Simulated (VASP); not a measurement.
A run of VASP 6.6.1:

File POSCAR:

```
SnSe2
1.0
    4.0328549378      0.0000000000      0.0000000000
   -2.0164274689      3.3126764923      0.0000000000
    0.0000000000      0.0000000000      6.2270790415
Sn Se
1 2
Direct
    0.0000000000      0.0000000000      0.0000000000
    0.3332854726      0.6665709452      0.2483560161
    0.6667145274      0.3334290548      0.7516439839
```

Contents of INCAR.step1:

```
PREC = Accurate
ENCUT = 520
ISMEAR = 0
SIGMA = 0.01
LREAL = F
LASPH = T
NELM = 100
NBANDS = 20
GGA = PE
ALGO = Normal
EDIFF = 1E-4
LWAVE = T
LCHARG = F
```

The input INCAR.step2:

```
PREC = Accurate
ENCUT = 520
EDIFF = 1E-6
ISMEAR = 0
SIGMA = 0.01
LREAL = F
LASPH = T
NELM = 100
ALGO = Normal
ISIF = 2
LWAVE = F
LCHARG = F
METAGGA = R2SCAN
LMIXTAU = T
NBANDS = 20
ISTART = 1
```

Contents of KPOINTS:

```
regular mesh
0
Gamma
  12 12 4
```

Potentials or basis: VASP PAW PBE potentials, release 64 (Sn_d, Se).

Command:

```bash
$ cat potpaw_PBE.64/Sn_d/POTCAR potpaw_PBE.64/Se/POTCAR > POTCAR
$ cp INCAR.step1 INCAR
$ mpirun -np 1 vasp_std > vasp.out
$ cp INCAR.step2 INCAR
$ mpirun -np 1 vasp_std > vasp.out
```

Hardware: 1 thread of Intel(R) Xeon(R) 6975P-C (Granite Rapids), on a shared host.

Question: Estimate the wall time of this run.

Answer: Run time: 9.9 min on 1 thread of Intel(R) Xeon(R) 6975P-C (Granite Rapids), on a shared host, peak memory 0.4 GiB. Counts: scf iterations 13, k points 164.
